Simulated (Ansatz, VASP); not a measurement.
## One calculation of PbS2, two programs

```xyz
3
Lattice="0.0000 3.3652 3.3652 3.3652 0.0000 3.3652 3.3652 3.3652 0.0000" Properties=species:S:1:pos:R:3 pbc="T T T"
Pb    0.0000    0.0000    0.0000
S     1.6826    1.6826    1.6826
S     5.0478    5.0478    5.0478
```

The cell was built by a generator and needn't be a form met in nature.

Alike in both runs: task single point; functional HSE06; k mesh 4 × 4 × 4; occupations fermi-dirac, width 0.02 eV; no spin polarisation.

|  | VASP | Ansatz |
| --- | --- | --- |
| version | VASP 6.6.1 | Ansatz 0.2.0 |
| potentials or method | VASP PAW PBE potentials, release 64 (Pb_d, S) | plane waves, PAW |
| plane-wave cutoff (eV) | 520 | 420 |
| valence electrons in the cell | 26 | 26 |

```tsv
	VASP	Ansatz	Ansatz less VASP
pressure (GPa)	-2.3	-2.2	+0.11
```

Ansatz warned: «filled_band_counts_differ_across_k_points».

Caveats: the k mesh is coarse (spacing up to 0.40 Å⁻¹), so the values aren't converged, least of all with exact exchange; the PAW data sets were made with another functional, which shifts forces and pressure a little (VASP). Spin-orbit coupling is left out, which matters for the levels of Pb.
